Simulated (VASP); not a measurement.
# Mg in VASP: single point with r2SCAN+rVV10

Aim: the single point of Mg with r2SCAN+rVV10.

Program: VASP 6.6.1. These are calculated values, not measurements. Logs are shortened: lines on timing, memory, paths and dates and some standing lists are left out, and cuts for length are marked.

## (1) The structure

The cell holds a slab with vacuum, 5 atoms: a = 3.172 Å, b = 3.172 Å, c = 30.317 Å, α = 90.00°, β = 90.00°, γ = 120.00°.

The cell was built by a generator and needn't be a form met in nature.

## (2) Single point, r2SCAN+rVV10

POSCAR reads:

```
Mg
1.0
    3.1722934733      0.0000000000      0.0000000000
   -1.5861467366      2.7472867361      0.0000000000
    0.0000000000      0.0000000000     30.3169170444
Mg
5
Direct
    0.6666666667      0.3333333333      0.2308941899
    0.3333333333      0.6666666667      0.3179971516
    0.6666666667      0.3333333333      0.4034755517
    0.3333333333      0.6666666667      0.4890250005
    0.6666666667      0.3333333333      0.5755580016
```

INCAR.step1 reads:

```
SYSTEM = Mg
  PREC = Accurate
  ENCUT = 520
  ISMEAR = 1
  SIGMA = 0.1
  LREAL = .FALSE.
  LASPH = .TRUE.
  NELM = 100
  LDIPOL = .TRUE.
  IDIPOL = 3
  DIPOL = 0.5 0.5 0.403
  NBANDS = 13
  GGA = PE
  ALGO = Normal
  EDIFF = 1E-4
  LWAVE = .TRUE.
  LCHARG = .FALSE.
```

INCAR.step2 reads:

```
SYSTEM = Mg
  PREC = Accurate
  ENCUT = 520
  EDIFF = 1E-6
  ISMEAR = 1
  SIGMA = 0.1
  LREAL = .FALSE.
  LASPH = .TRUE.
  NELM = 100
  ALGO = Normal
  ISIF = 2
  LWAVE = .FALSE.
  LCHARG = .FALSE.
  LDIPOL = .TRUE.
  IDIPOL = 3
  DIPOL = 0.5 0.5 0.403
  METAGGA = R2SCAN
  LMIXTAU = .TRUE.
  LUSE_VDW = .TRUE.
  IVDW_NL = 2
  BPARAM = 11.95
  CPARAM = 0.0093
  NBANDS = 13
  ISTART = 1
```

KPOINTS reads:

```
Automatic mesh
0
G
  15 15 1
  0 0 0
```

Potentials or basis: VASP PAW PBE potentials, release 64 (Mg).

Run with:

```
$ cat potpaw_PBE.64/Mg/POTCAR > POTCAR
$ cp INCAR.step1 INCAR
$ mpirun -np 1 vasp_std > vasp.out
$ cp INCAR.step2 INCAR
$ mpirun -np 1 vasp_std > vasp.out
```

OUTCAR:

```text
SYSTEM = Mg
   PREC = Accurate
   ENCUT = 520
   EDIFF = 1E-6
   ISMEAR = 1
   LREAL = .FALSE.
   LASPH = .TRUE.
   NELM = 100
   ISIF = 2
   METAGGA = R2SCAN
   IVDW_NL = 2
   BPARAM = 11.95
   ISTART = 1

 ion  position               nearest neighbor table
   1  0.667  0.333  0.231-   2 3.21   2 3.21   2 3.21
   2  0.333  0.667  0.318-   3 3.17   3 3.17   3 3.17   1 3.21   1 3.21   1 3.21
   3  0.667  0.333  0.403-   2 3.17   2 3.17   2 3.17   4 3.18   4 3.18   4 3.18
   4  0.333  0.667  0.489-   3 3.18   3 3.18   3 3.18   5 3.20   5 3.20   5 3.20
   5  0.667  0.333  0.576-   4 3.20   4 3.20   4 3.20

  LATTYP: Found a hexagonal cell.
 ALAT       =     3.1722934733
 C/A-ratio  =     9.5567819622

  Lattice vectors:

 A1 = (   3.1722934733,   0.0000000000,   0.0000000000)
 A2 = (  -1.5861467366,   2.7472867361,   0.0000000000)
 A3 = (   0.0000000000,   0.0000000000,  30.3169170444)

Analysis of symmetry for initial positions (statically):
=====================================================================
 Subroutine PRICEL returns:
 Original cell was already a primitive cell.

 Routine SETGRP: Setting up the symmetry group for a
 hexagonal supercell.

 Subroutine GETGRP returns: Found  6 space group operations
 (whereof  6 operations were pure point group operations)
 out of a pool of 24 trial point group operations.

The static configuration has the point symmetry C_3v.

Analysis of symmetry for dynamics (positions and initial velocities):
=====================================================================
 Subroutine PRICEL returns:
 Original cell was already a primitive cell.

 Routine SETGRP: Setting up the symmetry group for a
 hexagonal supercell.

 Subroutine GETGRP returns: Found  6 space group operations
 (whereof  6 operations were pure point group operations)
 out of a pool of 24 trial point group operations.

The dynamic configuration has the point symmetry C_3v.

 Subroutine INISYM returns: Found  6 space group operations
 (whereof  6 operations are pure point group operations),
 and found     1 'primitive' translations

----------------------------------------------------------------------------------------

                                     Primitive cell

  volume of cell :     264.2180

  direct lattice vectors                    reciprocal lattice vectors
     3.172293473  0.000000000  0.000000000     0.315229347  0.181997748  0.000000000
    -1.586146737  2.747286736  0.000000000     0.000000000  0.363995497  0.000000000
     0.000000000  0.000000000 30.316917044     0.000000000  0.000000000  0.032984884

  length of vectors
[... 113 lines left out ...]
   METAGGA = R2SCAN    functional components
   LHFCALC =     F    Hartree Fock is set to
   AEXX    =    0.0000 exact exchange contribution
   IVDW_NL    =     2    kernel type
   BPARAM     =11.9500
   IVDW    =     0    specifies the selected vdW correction
   LEPSILON=     F    determine dielectric tensor
   LRPA    =     F    only Hartree local field effects (RPA)
 non-spin polarized calculation
 Methfessel and Paxton  Order N= 1 SIGMA  =   0.10
  energy-cutoff  :      520.00
  volume of cell :      264.22
 maximum number of plane-waves:      7152
 NGX is ok and might be reduce to    24
   NGX = 11   NGY = 11   NGZ =113

 dipolmoment           0.000000      0.000000     -0.000062 electrons x Angstroem

 number of electron      10.0000000 magnetization

 dipolmoment           0.000000      0.000000      0.000162 electrons x Angstroem

 Free energy of the ion-electron system (eV)
  ---------------------------------------------------
  ext. energy  EPLUGINS =         0.00000000
  ---------------------------------------------------
  free energy    TOTEN  =       -19.37287961 eV

  energy without entropy =      -19.37262231  energy(sigma->0) =      -19.37279384

 E-fermi :  -1.0981     XC(G=0):  -4.4506

 val. band max:       -1.1079641689   @ k =   0.3333   0.0667   0.0000
 cond. band min:      -1.0279766586   @ k =   0.4667   0.0667   0.0000
 fundamental gap:      0.0799875103
 Fermi energy:        -1.0980671557

 k-point     1 :       0.0000    0.0000    0.0000
  band No.  band energies     occupation
      1      -8.2258      2.00000
      2      -7.6304      2.00000
      3      -6.6917      2.00000
      4      -5.4163      2.00000
      5      -3.7590      2.00000
      6      -2.3507      2.00000
      7      -0.2105     -0.00000
      8       1.5111      0.00000
      9       2.5543      0.00000
     10       3.1629      0.00000
     11       3.2537      0.00000
     12       4.5094      0.00000
     13       4.5222      0.00000
[... 354 lines left out ...]
  band No.  band energies     occupation
      1      -2.5637      2.00000
      2      -2.3712      2.00000
      3      -2.0560      2.00000
      4      -1.7911      2.00000
      5      -1.3651      2.00105
      6      -0.5331     -0.00000
      7       0.2195     -0.00000
      8       0.3841     -0.00000
      9       1.1066      0.00000
     10       1.7989      0.00000
     11       2.4019      0.00000
     12       2.7871      0.00000
     13       3.2895      0.00000

 [... further k-points ...]

------------------------ aborting loop because EDIFF is reached ----------------------------------------

 vacuum level on the upper side and lower side of the slab       (xc-potential included)         0.060         0.027

  FORCE on cell =-STRESS in cart. coord.  units (eV):
  Direction    XX          YY          ZZ          XY          YZ          ZX
  --------------------------------------------------------------------------------------
  -------------------------------------------------------------------------------------
  Total       -1.4322652     -1.4322652     -0.1426474     -0.0000000      0.0000000     -0.0000000
  in kB       -8.6850361     -8.6850361     -0.8649922     -0.0000000      0.0000000     -0.0000000
  external PRESSURE =      -6.0783548 kB  Pullay stress =       0.0000000 kB

 VOLUME and BASIS-vectors are now :
 -----------------------------------------------------------------------------
  energy-cutoff  :      520.00
  volume of cell :      264.22
      direct lattice vectors                 reciprocal lattice vectors
     3.172293473  0.000000000  0.000000000     0.315229347  0.181997748  0.000000000
    -1.586146737  2.747286736  0.000000000     0.000000000  0.363995497  0.000000000
     0.000000000  0.000000000 30.316917044     0.000000000  0.000000000  0.032984884

 POSITION                                       TOTAL-FORCE (eV/Angst)
 -----------------------------------------------------------------------------------
      1.58615      0.91576      7.00000        -0.000000      0.000000      0.015628
     -0.00000      1.83152      9.64069         0.000000      0.000000      0.003178
      1.58615      0.91576     12.23213        -0.000000     -0.000000      0.004798
     -0.00000      1.83152     14.82573         0.000000     -0.000000     -0.030412
      1.58615      0.91576     17.44914         0.000000     -0.000000      0.006808
 -----------------------------------------------------------------------------------
    total drift:                               -0.000003      0.000002      0.000409

  FREE ENERGIE OF THE ION-ELECTRON SYSTEM (eV)
  ---------------------------------------------------
  free  energy   TOTEN  =       -19.3728796066 eV

  energy  without entropy=      -19.3726223075  energy(sigma->0) =      -19.37279384

 vacuum level on the upper side and lower side of the slab         3.000         2.998
```

Run time: 11 min. Hardware: 1 thread of Intel Xeon Platinum 8559C (Emerald Rapids), shared host; peak memory 0.89 GiB.

What came out:

* Free energy: -19.3729 eV
* Largest force: 0.030 eV/Å
* Band gap on the k mesh: none (metal or under the smearing width)

Forces in eV/Å, atoms in the order of the input:
```
Mg   0.000  0.000  0.016
Mg   0.000  0.000  0.003
Mg   0.000  0.000  0.005
Mg   0.000  0.000 -0.030
Mg   0.000  0.000  0.007
```

Caveat: the PAW data sets were made with another functional, which shifts forces and pressure a little.
